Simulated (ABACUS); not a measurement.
# BN (F-43m) in ABACUS: a series of runs

One crystal, BN, is run at these levels: MS2, SOGGA; tasks: band structure, equation of state.

All numbers are computed with ABACUS 3.10.1; they aren't measurements. Logs are shortened: lines on timing, memory, paths and dates and some standing lists are left out, and cuts for length are marked.

**The experiment to reproduce.**

A printed reference work, monograph reports, for a bulk crystal of BN at 300 K: band gap 6.4 eV (indirect).

“Effect of nanostructuration on compressibility of cubic BN”, 2012, arxiv:1208.3664 quotes, for a bulk crystal of BN at 300 K: bulk modulus 395 ± 2 GPa.

The runs below are set against these values where they give the same quantity.

### Step 1. Starting point

Symmetry: F-43m, No. 216, cubic system. The conventional cell has a = 3.626 Å, b = 3.626 Å, c = 3.626 Å, α = 90.00°, β = 90.00°, γ = 90.00°. N (site symmetry -43m) has 4 B at 1.57 Å as nearest neighbours. B (site symmetry -43m) is surrounded by 4 N at 1.57 Å.

The cell is a database's computed one.

### Step 2. Band structure, MS2

Input file INPUT:

```
INPUT_PARAMETERS
suffix              BN
calculation         nscf
basis_type          pw
pseudo_dir          ./
symmetry            -1
dft_functional      MGGA_X_MS2+GGA_C_REGTPSS
ecutwfc             97.0
pseudo_rcut         10
nspin               1
nbands              14
ks_solver           dav
smearing_method     fd
smearing_sigma      0.00367493
scf_thr             1e-08
scf_nmax            100
mixing_type         broyden
mixing_beta         0.7
mixing_tau          1
init_chg            file
pw_diag_thr         1e-07
out_band            1
kpar                4
```

Input file STRU:

```
ATOMIC_SPECIES
N 14.0070 N_ONCV_PBE-1.2.upf
B 10.8100 B_ONCV_PBE-1.2.upf

LATTICE_CONSTANT
1.8897261246

LATTICE_VECTORS
0.0000000000 1.8130010000 1.8130010000
1.8130010000 0.0000000000 1.8130010000
1.8130010000 1.8130010000 0.0000000000

ATOMIC_POSITIONS
Direct

N
0.0
1
0.7500000000 0.7500000000 0.7500000000 1 1 1

B
0.0
1
0.0000000000 0.0000000000 0.0000000000 1 1 1
```

Input file KPT:

```
K_POINTS
12
Line
0.00000000 0.00000000 0.00000000 10 // G
0.50000000 0.00000000 0.50000000 10 // X
0.50000000 0.25000000 0.75000000 10 // W
0.37500000 0.37500000 0.75000000 10 // K
0.00000000 0.00000000 0.00000000 10 // G
0.50000000 0.50000000 0.50000000 10 // L
0.62500000 0.25000000 0.62500000 10 // U
0.50000000 0.25000000 0.75000000 10 // W
0.50000000 0.50000000 0.50000000 10 // L
0.37500000 0.37500000 0.75000000 1 // K
0.62500000 0.25000000 0.62500000 10 // U
0.50000000 0.00000000 0.50000000 1 // X
```

Potentials or basis: SG15 ONCV 1.2 PBE, plane waves.

Run with:

```sh
$ OMP_NUM_THREADS=1 mpirun -np 4 abacus > log
```

running log:

```text
ABACUS v3.10.1

               Atomic-orbital Based Ab-initio Computation at UStc

 ------------------------------------------------------------------------------------

 READING GENERAL INFORMATION
                           global_out_dir = OUT.BN/
                           global_in_card = INPUT
                               pseudo_dir = ./
[... 8 lines left out ...]

 READING ATOM TYPE 1
                               atom label = N
                      L=0, number of zeta = 1
                      L=1, number of zeta = 1
                      L=2, number of zeta = 1
             number of atom for this type = 1

 READING ATOM TYPE 2
                               atom label = B
                      L=0, number of zeta = 1
                      L=1, number of zeta = 1
                      L=2, number of zeta = 1
             number of atom for this type = 1

                        TOTAL ATOM NUMBER = 2
DIRECT COORDINATES
    atom                   x                   y                   z     mag                  vx                  vy                  vz
taud_N1            0.7500000000        0.7500000000        0.7500000000  0.0000        0.0000000000        0.0000000000        0.0000000000
taud_B1            0.0000000000        0.0000000000        0.0000000000  0.0000        0.0000000000        0.0000000000        0.0000000000

                          Volume (Bohr^3) = 80.4305
                             Volume (A^3) = 11.9186

 Lattice vectors: (Cartesian coordinate: in unit of a_0)
                   +0              +1.813              +1.813
               +1.813                  +0              +1.813
               +1.813              +1.813                  +0
 Reciprocal vectors: (Cartesian coordinate: in unit of 2 pi/a_0)
            -0.275786           +0.275786           +0.275786
            +0.275786           -0.275786           +0.275786
            +0.275786           +0.275786           -0.275786
 The esolver type has been set to : ksdft_pw

                PAO radial cut off (Bohr) = 10

 Read in pseudopotential file is N_ONCV_PBE-1.2.upf
                     pseudopotential type = NC
          exchange-correlation functional = PBE
                 nonlocal core correction = 0
                        valence electrons = 5
                                     lmax = 1
                           number of zeta = 0
                     number of projectors = 4
                           L of projector = 0
                           L of projector = 0
                           L of projector = 1
                           L of projector = 1
 XC functional updated to : MGGA_X_MS2+GGA_C_REGTPSS
          exchange-correlation functional = MGGA_X_MS2+GGA_C_REGTPSS
                PAO radial cut off (Bohr) = 10

 Read in pseudopotential file is B_ONCV_PBE-1.2.upf
                     pseudopotential type = NC
          exchange-correlation functional = PBE
                 nonlocal core correction = 0
                        valence electrons = 3
                                     lmax = 1
                           number of zeta = 0
                     number of projectors = 4
                           L of projector = 0
                           L of projector = 0
                           L of projector = 1
                           L of projector = 1
 XC functional updated to : MGGA_X_MS2+GGA_C_REGTPSS
          exchange-correlation functional = MGGA_X_MS2+GGA_C_REGTPSS
     initial pseudo atomic orbital number = 0

 SETUP THE ELECTRONS NUMBER
             electron number of element N = 5
       total electron number of element N = 5
             electron number of element B = 3
       total electron number of element B = 3
            AUTOSET number of electrons:  = 8
                           occupied bands = 4
                                   NBANDS = 14
                                   NLOCAL = 18

 SETUP THE PLANE WAVE BASIS
 energy cutoff for charge/potential (unit:Ry) = 388
            fft grid for charge/potential = [ 32, 32, 32 ]
                        fft grid division = [ 1, 1, 1 ]
        big fft grid for charge/potential = [ 32, 32, 32 ]
                                     nbxx = 32768
                                     nrxx = 32768

 SETUP PLANE WAVES FOR CHARGE/POTENTIAL
                    number of plane waves = 10417
                         number of sticks = 637

 PARALLEL PW FOR CHARGE/POTENTIAL
     PROC   COLUMNS(POT)             PW
        1            637          10417
 --------------- sum -------------------
        1            637          10417
                            number of |g| = 156
                                  max |g| = 34.9866
                                  min |g| = 0

----------- Double Check Mixing Parameters Begin ------------
mixing_type: broyden
mixing_beta: 0.7
mixing_gg0: 1
mixing_gg0_min: 0.1
mixing_ndim: 8
[... 90 lines left out ...]
 k(5/102) Iter steps (avg)=13 threshold=1e-07
 k(6/102) Iter steps (avg)=13 threshold=1e-07
 k(7/102) Iter steps (avg)=17 threshold=1e-07
 k(8/102) Iter steps (avg)=19 threshold=1e-07
 k(9/102) Iter steps (avg)=22 threshold=1e-07
 k(10/102) Iter steps (avg)=19 threshold=1e-07
 k(11/102) Iter steps (avg)=14 threshold=1e-07
 k(12/102) Iter steps (avg)=15 threshold=1e-07
 k(13/102) Iter steps (avg)=16 threshold=1e-07
 k(14/102) Iter steps (avg)=17 threshold=1e-07
 k(15/102) Iter steps (avg)=19 threshold=1e-07
 k(16/102) Iter steps (avg)=21 threshold=1e-07
 k(17/102) Iter steps (avg)=24 threshold=1e-07
 k(18/102) Iter steps (avg)=22 threshold=1e-07
 k(19/102) Iter steps (avg)=23 threshold=1e-07
 k(20/102) Iter steps (avg)=24 threshold=1e-07
 k(21/102) Iter steps (avg)=23 threshold=1e-07
 k(22/102) Iter steps (avg)=24 threshold=1e-07
 k(23/102) Iter steps (avg)=22 threshold=1e-07
 k(24/102) Iter steps (avg)=21 threshold=1e-07
 k(25/102) Iter steps (avg)=21 threshold=1e-07
 k(26/102) Iter steps (avg)=19 threshold=1e-07
[... levels at 26 k points of this process ...]

 Density error is 0.00000000000
                          Error Threshold = 1.00000000000e-07
----------------------------------------------------------
     Energy           Rydberg                 eV
----------------------------------------------------------
 E_KohnSham     -25.1044097527       -341.5630175638
 E_KS(sigma->0) -25.1044097527       -341.5630175638
 E_Harris       -25.1044097527       -341.5630175638
 E_band         2.7408107737         37.2906436615
 E_one_elec     4.4451744009         60.4797004563
 E_Hartree      3.4376353656         46.7714286188
 E_xc           -6.7263567173        -91.5167781364
 E_Ewald        -26.2608628019       -357.2973685026
 E_entropy(-TS) -0.0000000000        -0.0000000000
 E_descf        0.0000000000         0.0000000000
 E_exx          0.0000000000         0.0000000000
 E_Fermi        1.2512042130         17.0235066588
----------------------------------------------------------

 charge density convergence is achieved
 final etot is -341.56301756 eV
 EFERMI = 17.023506659 eV

 STATE ENERGY(eV) AND OCCUPATIONS    NSPIN == 1
 1/26 kpoint (Cartesian) = 0.0000 0.0000 0.0000 (1291 pws)
       1       -8.65669      0.0196078
       2        13.2431      0.0196078
       3        13.2431      0.0196078
       4        13.2431      0.0196078
       5        23.4174    5.70212e-58
       6        23.4174    5.70212e-58
       7        23.4174    5.70212e-58
       8        25.0654    2.76078e-72
       9        38.9970        0.00000
      10        43.0847        0.00000
      11        43.0847        0.00000
      12        43.1029        0.00000
      13        43.1029        0.00000
      14        43.1029        0.00000

 2/26 kpoint (Cartesian) = 0.0000 0.027579 0.0000 (1299 pws)
       1       -8.57262      0.0196078
       2        13.0015      0.0196078
       3        13.0263      0.0196078
       4        13.0263      0.0196078
       5        23.2359    2.15004e-56
       6        23.7171    1.42192e-60
       7        23.7171    1.42192e-60
       8        25.3752    5.63085e-75
       9        38.6836        0.00000
      10        40.4871        0.00000
      11        43.2049        0.00000
      12        43.3235        0.00000
      13        43.3235        0.00000
      14        45.8262        0.00000

 3/26 kpoint (Cartesian) = 0.0000 0.055157 0.0000 (1299 pws)
       1       -8.32177      0.0196078
       2        12.3329      0.0196078
       3        12.4548      0.0196078
       4        12.4548      0.0196078
       5        22.8363    6.34983e-53
       6        24.5345    1.12942e-67
       7        24.5345    1.12942e-67
       8        26.0655    5.67924e-81
       9        36.5380        0.00000
      10        40.2164        0.00000
      11        43.5657        0.00000
      12        43.9817        0.00000
      13        43.9817        0.00000
      14        47.4216        0.00000

 4/26 kpoint (Cartesian) = 0.0000 0.082736 0.0000 (1307 pws)
       1       -7.90854      0.0196078
       2        11.3575      0.0196078
       3        11.6885      0.0196078
       4        11.6885      0.0196078
       5        22.3321    1.52310e-48
       6        25.7018    8.19370e-78
       7        25.7018    8.19370e-78
       8        26.7386    8.09676e-87
       9        34.3278        0.00000
      10        40.8057        0.00000
      11        44.1669        0.00000
      12        45.0637        0.00000
      13        45.0637        0.00000
      14        48.3817        0.00000

 5/26 kpoint (Cartesian) = 0.0000 0.11031 0.0000 (1307 pws)
       1       -7.34125      0.0196078
       2        10.1873      0.0196078
       3        10.8668      0.0196078
       4        10.8668      0.0196078
       5        21.7480    1.80200e-43
       6        26.8752    5.26727e-88
       7        27.0683        0.00000
       8        27.0683        0.00000
       9        33.1289        0.00000
      10        41.4925        0.00000
      11        45.0084        0.00000
      12        46.5314        0.00000
      13        46.5314        0.00000
      14        49.4435        0.00000

 6/26 kpoint (Cartesian) = 0.0000 0.13789 0.0000 (1299 pws)
       1       -6.63421      0.0196078
       2        8.90271      0.0196078
       3        10.0816      0.0196078
       4        10.0816      0.0196078
       5        21.0966    8.20661e-38
       6        26.2161    2.79587e-82
       7        28.5251        0.00000
       8        28.5251        0.00000
       9        33.2015        0.00000
      10        42.0646        0.00000
      11        46.0900        0.00000
      12        48.2774        0.00000
      13        48.2774        0.00000
      14        50.8984        0.00000

[... levels at 20 further k points ...]

 --------------------------------------------
 !FINAL_ETOT_IS -341.5630175637896 eV
 --------------------------------------------

 Output bands in file: OUT.BN/BANDS_1.dat
```

Run time: 7.3 s. Hardware: 4 MPI ranks of AMD EPYC 7R13 (Zen 3), shared host; peak memory 0.36 GiB.

The run converged, but a check on its numbers failed (symmetry, net force, bounds or a known fault of this set-up), so they aren't taken as properties of the crystal.

Caveat: the density is read from an earlier self-consistent run, whose mesh may be coarse; the potentials were made for another functional, which shifts forces and pressure.

### Step 3. Band structure, SOGGA

Changes to INPUT since step 2:

```diff
@@ -6,4 +6,4 @@
 symmetry            -1
-dft_functional      MGGA_X_MS2+GGA_C_REGTPSS
-ecutwfc             97.0
+dft_functional      GGA_X_SOGGA+GGA_C_PBE
+ecutwfc             84.0
 pseudo_rcut         10
@@ -18,3 +18,2 @@
 mixing_beta         0.7
-mixing_tau          1
 init_chg            file
```

Changes to STRU since step 2:

```diff
@@ -1,4 +1,4 @@
 ATOMIC_SPECIES
-N 14.0070 N_ONCV_PBE-1.2.upf
-B 10.8100 B_ONCV_PBE-1.2.upf
+N 14.0070 N.upf
+B 10.8100 B.upf
 
@@ -18,3 +18,3 @@
 1
-0.7500000000 0.7500000000 0.7500000000 1 1 1
+0.2500000000 0.2500000000 0.2500000000 1 1 1
```

KPT is that of step 2.

Potentials or basis: PseudoDojo NC SR 0.5 PBE standard, plane waves.

Run with:

```sh
$ OMP_NUM_THREADS=1 mpirun -np 4 abacus > log
```

Run time: 3.9 s. Hardware: 4 MPI ranks of AMD EPYC 7R43 (Zen 3), shared host; peak memory 0.36 GiB.

Results (log left out):

```yaml
Band_gap_along_the_path: 4.20 eV, indirect (least direct gap 8.74 eV)
```

Levels at the corners of the path, in eV from the Fermi level:
```csv
point,band 1,band 2,band 3,band 4,band 5,band 6,band 7,band 8,band 9
Γ,-21.86,-1.63,-1.63,-1.63,7.11,7.11,7.11,8.35,22.55
X,-16.24,-10.60,-6.55,-6.55,2.57,7.39,16.10,16.10,18.76
W,-15.92,-9.24,-8.65,-8.20,7.72,11.49,12.66,12.86,17.37
K,-16.15,-9.80,-9.36,-5.72,5.04,11.04,14.04,14.83,16.74
Γ,-21.86,-1.63,-1.63,-1.63,7.11,7.11,7.11,8.35,22.55
L,-17.61,-12.40,-3.57,-3.57,8.28,8.96,8.96,13.27,21.32
U,-16.15,-9.80,-9.36,-5.72,5.04,11.04,14.04,14.83,16.74
W,-15.92,-9.24,-8.65,-8.20,7.72,11.49,12.66,12.86,17.37
L,-17.61,-12.40,-3.57,-3.57,8.28,8.96,8.96,13.27,21.32
K,-16.15,-9.80,-9.36,-5.72,5.04,11.04,14.04,14.83,16.74
U,-16.15,-9.80,-9.36,-5.72,5.04,11.04,14.04,14.83,16.74
X,-16.24,-10.60,-6.55,-6.55,2.57,7.39,16.10,16.10,18.76
```

Caveat: the density is read from an earlier self-consistent run, whose mesh may be coarse; the potentials were made for another functional, which shifts forces and pressure.

### Step 4. Equation of state, SOGGA, 5.60 Å³/atom (volume scaled by 0.94)

Input file INPUT:

```
INPUT_PARAMETERS
suffix              BN
calculation         scf
basis_type          pw
pseudo_dir          ./
symmetry            1
dft_functional      GGA_X_SOGGA+GGA_C_PBE
ecutwfc             84
pseudo_rcut         10
nspin               1
nbands              8
ks_solver           dav
smearing_method     fd
smearing_sigma      0.00367493
scf_thr             1e-08
scf_nmax            100
mixing_type         broyden
mixing_beta         0.7
cal_force           1
cal_stress          1
kpar                4
```

Input file STRU:

```
ATOMIC_SPECIES
N 14.0070 N.upf
B 10.8100 B.upf

LATTICE_CONSTANT
1.8897261246

LATTICE_VECTORS
0.0000000000 1.7759905947 1.7759905947
1.7759905947 0.0000000000 1.7759905947
1.7759905947 1.7759905947 0.0000000000

ATOMIC_POSITIONS
Cartesian

N
0.0
1
0.8879952974 0.8879952974 0.8879952974 1 1 1

B
0.0
1
0.0000000000 0.0000000000 0.0000000000 1 1 1
```

Input file KPT:

```
K_POINTS
0
Gamma
10 10 10 0 0 0
```

Run with:

```sh
$ OMP_NUM_THREADS=1 mpirun -np 4 abacus > log
```

Run time: 2.7 s. Hardware: 4 MPI ranks of AMD EPYC 7R43 (Zen 3), shared host; peak memory 0.36 GiB.

It converged, with:

```yaml
Free_energy: -362.8639 eV
Pressure: 17.3 GPa
Band_gap_on_the_k_mesh: 4.26 eV, indirect (least direct gap 9.04 eV)
```

Caveat: the potentials were made for another functional, which shifts forces and pressure.

### Step 5. Equation of state, SOGGA, 5.84 Å³/atom (volume scaled by 0.98)

INPUT is that of step 4.

Input file STRU:

```
ATOMIC_SPECIES
N 14.0070 N.upf
B 10.8100 B.upf

LATTICE_CONSTANT
1.8897261246

LATTICE_VECTORS
0.0000000000 1.8008328414 1.8008328414
1.8008328414 0.0000000000 1.8008328414
1.8008328414 1.8008328414 0.0000000000

ATOMIC_POSITIONS
Cartesian

N
0.0
1
0.9004164207 0.9004164207 0.9004164207 1 1 1

B
0.0
1
0.0000000000 0.0000000000 0.0000000000 1 1 1
```

KPT is that of step 4.

Run with:

```sh
$ OMP_NUM_THREADS=1 mpirun -np 4 abacus > log
```

It took 3.2 s on 4 MPI ranks of AMD EPYC 7R43 (Zen 3), shared host; peak memory 0.36 GiB.

The run converged. Its results:

| Item | Value |
| --- | --- |
| Free energy | -362.8885 eV |
| Pressure | -0.2 GPa |
| Band gap on the k mesh | 4.22 eV, indirect (least direct gap 8.84 eV) |

Caveat: the potentials were made for another functional, which shifts forces and pressure.

### Step 6. Equation of state, SOGGA, 6.08 Å³/atom (volume scaled by 1.02)

INPUT is that of step 5.

Input file STRU:

```
ATOMIC_SPECIES
N 14.0070 N.upf
B 10.8100 B.upf

LATTICE_CONSTANT
1.8897261246

LATTICE_VECTORS
0.0000000000 1.8250079791 1.8250079791
1.8250079791 0.0000000000 1.8250079791
1.8250079791 1.8250079791 0.0000000000

ATOMIC_POSITIONS
Cartesian

N
0.0
1
0.9125039896 0.9125039896 0.9125039896 1 1 1

B
0.0
1
0.0000000000 0.0000000000 0.0000000000 1 1 1
```

KPT is that of step 5.

Potentials or basis: PseudoDojo NC SR 0.5 PBE standard, plane waves.

Run with:

```sh
$ OMP_NUM_THREADS=1 mpirun -np 4 abacus > log
```

It took 3.4 s on 4 MPI ranks of AMD EPYC 7R43 (Zen 3), shared host; peak memory 0.36 GiB.

Results (log left out):

```
Free energy            : -362.8657 eV
Pressure               : -14.7 GPa
Band gap on the k mesh : 4.17 eV, indirect (least direct gap 8.64 eV)
```

Caveat: the potentials were made for another functional, which shifts forces and pressure.

### Step 7. Equation of state, SOGGA, 6.32 Å³/atom (volume scaled by 1.06)

INPUT is that of step 6.

Input file STRU:

```
ATOMIC_SPECIES
N 14.0070 N.upf
B 10.8100 B.upf

LATTICE_CONSTANT
1.8897261246

LATTICE_VECTORS
0.0000000000 1.8485590667 1.8485590667
1.8485590667 0.0000000000 1.8485590667
1.8485590667 1.8485590667 0.0000000000

ATOMIC_POSITIONS
Cartesian

N
0.0
1
0.9242795334 0.9242795334 0.9242795334 1 1 1

B
0.0
1
0.0000000000 0.0000000000 0.0000000000 1 1 1
```

KPT is that of step 6.

Run with:

```sh
$ OMP_NUM_THREADS=1 mpirun -np 4 abacus > log
```

Wall time 3.3 s (4 MPI ranks of AMD EPYC 7R43 (Zen 3), shared host); peak memory 0.36 GiB.

The run converged. Its results:

| Property | Result |
| --- | --- |
| Free energy | -362.8038 eV |
| Pressure | -26.6 GPa |
| Band gap on the k mesh | 4.13 eV, indirect (least direct gap 8.46 eV) |

Caveat: the potentials were made for another functional, which shifts forces and pressure.

### Step 8. Equation of state, SOGGA

Potentials or basis: PseudoDojo NC SR 0.5 PBE standard, plane waves.

No new run: the results of the series are fitted here.

Results:

| Item | Value |
| --- | --- |
| Equilibrium volume | 5.84 Å³/atom |
| Bulk modulus | 390 GPa |
| Pressure derivative of the bulk modulus | 3.7 (rough: it moves with the points fitted) |

Energy against volume, from the lowest point:
| volume (Å³/atom) | energy (meV/atom) |
| --- | --- |
| 5.602 | 12.31 |
| 5.840 | 0.00 |
| 6.078 | 11.39 |
| 6.317 | 42.38 |

Caveat: the potentials were made for another functional, which shifts forces and pressure.

### Step 9. How close it comes

Step 3. Against the measured gap of BN, 6.4 eV (indirect; 300 K; a printed reference work, monograph), the calculated 4.20 eV is off by -2.20 eV. The value is that of SOGGA, without temperature or zero-point motion. The cell is a database's relaxed one, not the measured one, which moves gaps too.

Step 8. Against the measured bulk modulus of BN, 395 GPa (300 K; quoted in “Effect of nanostructuration on compressibility of cubic BN”, 2012, arxiv:1208.3664), the calculated 390 GPa is off by -1.3 %. The fit is for a static lattice scaled at fixed shape and fixed fractional positions.
